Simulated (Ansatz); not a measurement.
# NiO (Fm-3m) in Ansatz: further runs

Runs on NiO. Level: r2SCAN. Tasks: band structure, single point, equation of state.

All numbers are computed with Ansatz 0.2.0; they aren't measurements. Logs are shortened: lines on timing, memory, paths and dates and some standing lists are left out, and cuts for length are marked.

### 1 The structure

The structure is cubic, space group Fm-3m (No. 225). The conventional cell has a = 4.172 Å, b = 4.172 Å, c = 4.172 Å, α = 90.00°, β = 90.00°, γ = 90.00°. Ni (site symmetry m-3m) has 6 O at 2.09 Å as nearest neighbours. O (site symmetry m-3m) has 6 Ni at 2.09 Å as nearest neighbours.

### 2 Band structure, r2SCAN, collinear spin, ferromagnetic start

Contents of input.yaml:

```yaml
crystal:
  lattice:
    - [0.0, 2.0859016414, 2.0859016414]
    - [2.0859016414, 0.0, 2.0859016414]
    - [2.0859016414, 2.0859016414, 0.0]
  atoms:
    - { symbol: Ni, position: [0.0, 0.0, 0.0], spin: 1.0 }
    - { symbol: O, position: [0.5, 0.5, 0.5] }
hamiltonian:
  xc: r2scan
  pseudopotentials: { kind: paw }
magnetization:
  spin_polarized: true
kpoints:
  mp_grid: { grid: [11, 11, 11] }
  band_path:
    path:
      - [[0.0, 0.0, 0.0], [0.5, 0.0, 0.5], [0.5, 0.25, 0.75], [0.375, 0.375, 0.75], [0.0, 0.0, 0.0], [0.5, 0.5, 0.5], [0.625, 0.25, 0.625], [0.5, 0.25, 0.75], [0.5, 0.5, 0.5], [0.375, 0.375, 0.75]]
      - [[0.625, 0.25, 0.625], [0.5, 0.0, 0.5]]
    npoints: 14
scf:
  occupations: { method: fermi_dirac, width: 0.05 }
  n_extra_bands: 6
output:
  forces: true
  stress: true
  eigenvalues: true
  fatbands: false
```

Potentials or basis: Ansatz PAW.

Run with:

```sh
$ ansatz run input.yaml --threads 2 --pin off --max-ram 5632MiB --backend cpu --events-out ev --progress --plain --runs-dir out
```

Standard output:

```text
Warning: RAYON_NUM_THREADS=2 ignored (pool sized by the plan → 2); use --threads N
scf.n_extra_bands = 6 over 12 filled bands (N_el = 24.0): the run solves 18 bands
Engine: ansatz 0.2.0, aarch64-unknown-linux-gnu
Pseudopotentials: kind: paw
Pseudopotential: Ni, paw, valence charge 18, recommended cutoff 500 eV (meta_gga), Ni.paw.azcp
Pseudopotential: O, paw, valence charge 6, recommended cutoff 500 eV (meta_gga), O.paw.azcp
Functional definition: r2SCAN
  parameter k0 = 0.174
  parameter k1 = 0.065
  parameter a1 = 4.9479
  exchange = r2scan_x(k0 = k0, k1 = k1, a1 = a1)
  correlation = r2scan_c
Crystal: 2 atoms, lattice volume = 18.151 Å³
Basis set: ecut = 500 eV, 459 PW (Γ), exchange–correlation on 96×96×96 points (64 copies of the dense FFT grid, shifted against one another)
Bands: 18, of which v1, the nominal top of the filled ones, is band 12 counted from 1 (11 counted from 0)
Symmetry: 48 space group operations
Space group: Fm-3m (ITA 225), of the structure as read, at distance tolerance 2.6e-5 Å
Magnetic group: BNS 225.116 (UNI 1618), of the structure as read, at distance tolerance 2.6e-5 Å
k-points: 56 of 1331
Non-local potential: Ni, projectors of the file, l = 0: 3, l = 1: 2, l = 2: 3, l = 3: 1
Non-local potential: O, projectors of the file, l = 0: 2, l = 1: 2, l = 2: 1
PAW form: soft (Blöchl's): semilocal exchange-correlation on the pseudo side does not see the compensation charge
PAW frozen core: Ni, regenerated for the run's functional (the file was generated under x = pbe(κ = 0.804, μ = 0.2195149727645171), c = pbe(β = 0.06672455060314922))
PAW frozen core: O, regenerated for the run's functional (the file was generated under x = pbe(κ = 0.804, μ = 0.2195149727645171), c = pbe(β = 0.06672455060314922))
PAW one-centre angular grid: Ni, 590 points (default); XC on 160 Gauss nodes
PAW one-centre angular grid: O, 302 points (default); XC on 160 Gauss nodes
Initial density: superposition of atomic densities (chi_scale 0.1, normalization cell, long waves kept (reshape's long-wave potential 0.00 eV rms))
Starting moments: Σ|m| = 1 μB on 1 of 2 sites
Initial wavefunctions: pseudopotential atomic-orbital guess
Functional: x = r2scan, c = r2scan; τ floored in thin density (d = 2e-4 eV/Å³)
SCF iter   1: F=—  HF=-6411.440413 eV  |F-HF|=—  |Δ(HF+E_count)|=         —  Δρ=1.41e-1 (↑1.20e-1 ↓1.41e-1)  dr2=8.15e0  dr2_τ=1.36e-2  dr2_m=8.97e-2  M=0.985 μB ∫|m|=0.985 μB  β_m=1.00  ethr=3.10e-3  ⟨swp⟩=5.5  Hψ=8771  notcnv=0
Mixer restart at iter 1: flushing history
preconditioner: auto → none  [metal: Δε(μ)=0.007 eV  Ē_g=17.129 eV  σ=0.050 eV  W_gap=0.04  n_scr=8 (ndim 8)  ℏωp=34.9 eV  f_vac=0.000  D(μ)=2.01/eV (n_scr^D=26)  sad-step TF]
SCF iter   2: F=—  HF=-6412.151204 eV  |F-HF|=—  |Δ(HF+E_count)|=   7.11e-1  Δρ=7.20e-2 (↑7.20e-2 ↓4.87e-2)  dr2=1.04e0  dr2_τ=2.35e-2  dr2_m=2.04e-1  M=1.294 μB ∫|m|=1.298 μB  β_m=0.68  ethr=3.10e-3  ⟨swp⟩=3.0  Hψ=5257  notcnv=0  defer=112  κ⁻¹=1.0e0(r=1)
SCF iter   3: F=—  HF=-6412.673241 eV  |F-HF|=—  |Δ(HF+E_count)|=   5.22e-1  Δρ=4.48e-2 (↑4.48e-2 ↓4.16e-2)  dr2=1.64e-1  dr2_τ=4.13e-3  dr2_m=1.94e-1  M=1.597 μB ∫|m|=1.603 μB  β_m=1.00  ethr=3.10e-3  ⟨swp⟩=2.0  Hψ=3418  notcnv=0  defer=112  κ⁻¹=1.7e-2(r=2)
SCF iter   4: F=—  HF=-6413.002773 eV  |F-HF|=—  |Δ(HF+E_count)|=         —  Δρ=1.58e-2 (↑6.50e-3 ↓1.58e-2)  dr2=1.77e-2  dr2_τ=3.11e-4  dr2_m=9.60e-3  M=1.997 μB ∫|m|=2.011 μB  β_m=1.00  ethr=6.83e-4  ⟨swp⟩=2.8  Hψ=4328  notcnv=0  defer=112
Mixer restart at iter 4: flushing history
SCF iter   5: F=—  HF=-6413.147774 eV  |F-HF|=—  |Δ(HF+E_count)|=   1.45e-1  Δρ=7.19e-3 (↑5.22e-3 ↓7.19e-3)  dr2=6.95e-3  dr2_τ=8.48e-5  dr2_m=5.78e-4  M=1.999 μB ∫|m|=2.016 μB  β_m=1.00  ethr=7.38e-5  ⟨swp⟩=2.0  Hψ=4738  notcnv=0  defer=122  κ⁻¹=1.0e0(r=1)
SCF iter   6: F=—  HF=-6413.316950 eV  |F-HF|=—  |Δ(HF+E_count)|=   1.69e-1  Δρ=5.08e-3 (↑3.46e-3 ↓5.08e-3)  dr2=4.82e-3  dr2_τ=4.86e-5  dr2_m=3.82e-4  M=2.000 μB ∫|m|=2.018 μB  β_m=1.00  ethr=2.90e-5  ⟨swp⟩=2.0  Hψ=3917  notcnv=0  defer=122  κ⁻¹=3.1e-2(r=2)
SCF iter   7: F=—  HF=-6413.407945 eV  |F-HF|=—  |Δ(HF+E_count)|=   9.10e-2  Δρ=2.69e-3 (↑1.95e-3 ↓2.69e-3)  dr2=1.95e-3  dr2_τ=1.88e-5  dr2_m=1.18e-4  M=2.000 μB ∫|m|=2.018 μB  β_m=1.00  ethr=2.01e-5  ⟨swp⟩=2.0  Hψ=3924  notcnv=0  defer=122  κ⁻¹=2.7e-2(r=3)
SCF iter   8: F=—  HF=-6413.437267 eV  |F-HF|=—  |Δ(HF+E_count)|=   2.93e-2  Δρ=5.28e-4 (↑5.28e-4 ↓5.12e-4)  dr2=8.27e-5  dr2_τ=1.48e-6  dr2_m=9.03e-7  M=2.000 μB ∫|m|=2.017 μB  β_m=1.00  ethr=8.11e-6  ⟨swp⟩=2.1  Hψ=4296  notcnv=0  defer=122  κ⁻¹=1.6e-3(r=4)
SCF iter   9: F=—  HF=-6413.437279 eV  |F-HF|=—  |Δ(HF+E_count)|=   1.16e-5  Δρ=4.57e-4 (↑3.10e-4 ↓4.57e-4)  dr2=2.70e-5  dr2_τ=7.64e-7  dr2_m=2.17e-6  M=2.000 μB ∫|m|=2.017 μB  β_m=1.00  ethr=3.45e-7  ⟨swp⟩=2.0  Hψ=3761  notcnv=0  defer=122  κ⁻¹=7.5e-4(r=5)
SCF iter  10: F=—  HF=-6413.437993 eV  |F-HF|=—  |Δ(HF+E_count)|=   7.14e-4  Δρ=8.31e-5 (↑6.53e-5 ↓8.31e-5)  dr2=1.07e-6  dr2_τ=4.54e-8  dr2_m=2.37e-7  M=2.000 μB ∫|m|=2.017 μB  β_m=1.00  ethr=1.12e-7  ⟨swp⟩=2.2  Hψ=3466  notcnv=0  defer=122  κ⁻¹=1.1e-4(r=6)
SCF iter  11: F=—  HF=-6413.438005 eV  |F-HF|=—  |Δ(HF+E_count)|=   1.23e-5  Δρ=3.55e-5 (↑2.98e-5 ↓3.55e-5)  dr2=3.89e-7  dr2_τ=5.01e-9  dr2_m=5.17e-9  M=2.000 μB ∫|m|=2.017 μB  β_m=1.00  ethr=4.45e-9  ⟨swp⟩=2.1  Hψ=3371  notcnv=0  defer=122  κ⁻¹=3.7e-6(r=7)
SCF iter  12: F=—  HF=-6413.438005 eV  |F-HF|=—  |Δ(HF+E_count)|=   3.83e-7  Δρ=1.70e-5 (↑1.44e-5 ↓1.70e-5)  dr2=7.59e-8  dr2_τ=1.40e-9  dr2_m=6.19e-9  M=2.000 μB ∫|m|=2.017 μB  β_m=1.00  ethr=1.62e-9  ⟨swp⟩=2.2  Hψ=3068  notcnv=0  defer=122  κ⁻¹=8.3e-7(r=8)
SCF iter  13: F=-6413.438005 eV  HF=-6413.438005 eV  |F-HF|=8.81e-9  |Δ(HF+E_count)|=   8.76e-8  Δρ=3.47e-6 (↑2.14e-6 ↓3.47e-6)  dr2=3.79e-9  dr2_τ=3.11e-11  dr2_m=2.42e-10  M=2.000 μB ∫|m|=2.017 μB  ethr=3.16e-10  ⟨swp⟩=7.9  Hψ=9361  notcnv=0
SCF 1 converged in 13 iterations: F = -6413.438005 eV  dr2 = 3.79e-9
this state was not tested for a lower state beside it, because the mixer in use, unlike msr1, does not test its closes by its own steps (another_mixer; see scf.mixing.algorithm and scf.lower_state_search)
NSCF: frozen V_eff on 142 k-points
SCF converged after 13 iterations
Magnetization: 2.0000 μB (13.0000 up, 11.0000 down)
Absolute magnetization: 2.0151 μB (∫|ρ↑−ρ↓|, with the PAW one-centre terms)
Spin contamination: 0.0025 ħ² per cell (⟨S²⟩ above its minimum at these occupations)
Per-site moments (μB) at R_I (Å): [(1.6672226163777932, 0.8604344270775), (0.2865316227465276, 0.8604344270775)]
Free energy (F): -6413.438005 eV
Harris-Foulkes:  -6413.438005 eV  (|F-HF|=8.81e-9)
Internal energy: -6413.438002 eV  (E = F + TS)
E sigma→0 (E₀):  -6413.438004 eV
Entropy (-TS):   -0.000003 eV (-0.001 meV/atom)
Fermi energy:    14.553973 eV
--- Per-component energies (eV) ---
  E_band       = -359.594771
  E_kinetic    = 451.731710
  E_local      = -3994.898706  (includes V_loc(G=0)·N_el)
  E_nonlocal   = 696.651699
  E_hartree    = 1646.441304
  E_xc         = -149.948851
  E_vxc        = -218.143099  (∫ρ·V_xc dr)
  E_paw        = -1808.285316  (= ΣΔE_a)
  E_vpaw       = -602.249029  (= ΣTr[D̂ρ^β])
  E_aug_tail   = 0.001077  (compensation charges beyond the density's cutoff)
  E_vtau       = 14.425185  (kinetic-family band-sum trace: ∫τ·v_τ [+ j·A + Jᵃ·Aᵃ] dr)
  E_ewald      = -3254.798910
  E_core_change = -0.332010  (= ΣΔE_core)
  E_smearing   = -0.000003  (= −TS)
  E_closure    = -0.000000  (closes the sum)
  Σ components = -6413.438005   (vs F -6413.438005, Δ=0.00e0)
--- Forces (eV/Å), atoms counted from 1 ---
  atom   1  Ni    -0.00000000     0.00000000    -0.00000000
  atom   2  O      0.00000000    -0.00000000     0.00000000
  max |Σ_I F_I| component: 2.14e-29 eV/Å
--- Stress (GPa, compression-positive) ---
        2.666674       0.000000       0.000000
       -0.000000       2.666674       0.000000
        0.000000       0.000000       2.666674
  P = ⅓ Tr σ = 2.6667 GPa (26.667 kbar)
--- Band table (eV; the first three rows and the last of 112) ---
  k-point 0 ↑: bands = ["-94.6108", "-53.4973", "-53.4973", "-53.4973", "-7.0495", "10.1531", "10.1531", "11.0289", "11.0289", "11.0289", "11.2737", "11.2737", "11.2737", "16.2613", "32.8381", "33.7743", "33.7743", "33.7743"]
  k-point 1 ↑: bands = ["-94.6106", "-53.4996", "-53.4976", "-53.4976", "-6.9563", "9.7278", "9.7278", "10.2684", "11.0013", "11.0013", "11.4870", "11.8082", "11.8082", "16.8548", "30.8821", "33.5035", "33.5035", "34.8568"]
  k-point 2 ↑: bands = ["-94.6100", "-53.5057", "-53.4985", "-53.4985", "-6.6960", "8.9588", "9.0540", "9.0540", "11.1285", "11.1285", "11.6676", "12.5787", "12.5787", "18.1083", "28.5624", "32.3934", "32.3934", "35.2660"]
  k-point 55 ↓: bands = ["-91.4703", "-50.5279", "-50.5262", "-50.5170", "-4.9052", "8.3354", "8.3959", "9.4234", "12.6709", "12.7891", "13.0087", "15.8673", "16.5358", "24.1683", "25.9343", "26.1926", "29.4032", "36.9013"]
```

It took 8 s on 2 threads of Arm Neoverse V1, shared host; peak memory 0.37 GiB.

What came out:

```
Free energy             : -6413.4380 eV
Pressure                : 2.7 GPa
Band gap on the k mesh  : 0.82 eV, indirect (least direct gap 1.77 eV)
Band gap along the path : 0.78 eV, indirect (least direct gap 1.70 eV)
Net moment              : 2.00 μB per cell
Absolute moment         : 2.02 μB per cell
Site moments            : Ni +1.67; O +0.29 μB
```

Levels at the corners of the path, in eV from the valence-band top:
Spin up:
```tsv
point	band 10	band 11	band 12	band 13	band 14	band 15	band 16	band 17
Γ	-3.11	-2.86	-2.86	-2.86	2.13	18.70	19.64	19.64
X	-3.67	-3.10	-2.16	-2.16	6.77	11.60	12.75	17.73
W	-2.29	-2.29	-2.16	-1.75	9.22	11.53	11.53	14.30
K	-2.37	-2.28	-1.99	-1.61	8.49	11.07	11.46	16.86
Γ	-3.11	-2.86	-2.86	-2.86	2.13	18.70	19.64	19.64
L	-2.50	-1.82	0.00	0.00	6.28	10.91	14.86	14.86
U	-2.37	-2.28	-1.99	-1.61	8.49	11.07	11.46	16.86
W	-2.29	-2.29	-2.16	-1.75	9.22	11.53	11.53	14.30
L	-2.50	-1.82	0.00	0.00	6.28	10.91	14.86	14.86
K	-2.37	-2.28	-1.99	-1.61	8.49	11.07	11.46	16.86
U	-2.37	-2.28	-1.99	-1.61	8.49	11.07	11.46	16.86
X	-3.67	-3.10	-2.16	-2.16	6.77	11.60	12.75	17.73
```
Spin down:
```csv
point,band 9,band 10,band 11,band 12,band 13,band 14
Γ,-2.21,-2.21,-2.21,0.78,0.78,2.71
X,-3.11,-1.18,-1.18,1.26,1.82,7.41
W,-1.38,-1.38,-1.18,1.68,2.35,10.05
K,-1.88,-1.30,-1.02,1.92,2.37,9.13
Γ,-2.21,-2.21,-2.21,0.78,0.78,2.71
L,-1.24,-1.24,-0.87,3.57,3.57,6.64
U,-1.88,-1.30,-1.02,1.92,2.37,9.13
W,-1.38,-1.38,-1.18,1.68,2.35,10.05
L,-1.24,-1.24,-0.87,3.57,3.57,6.64
K,-1.88,-1.30,-1.02,1.92,2.37,9.13
U,-1.88,-1.30,-1.02,1.92,2.37,9.13
X,-3.11,-1.18,-1.18,1.26,1.82,7.41
```

Caveat: the magnetic or orbital state may not be the lowest; a cell with one magnetic atom can't hold antiferromagnetic order, which such compounds often take; the PAW data sets come from PBE, with cores solved anew for the run's functional, which leaves a small shift of forces and pressure. r2SCAN opens gaps a little over a GGA but as a rule still falls short of measured ones.

(Part 1 of 2 ends here.)
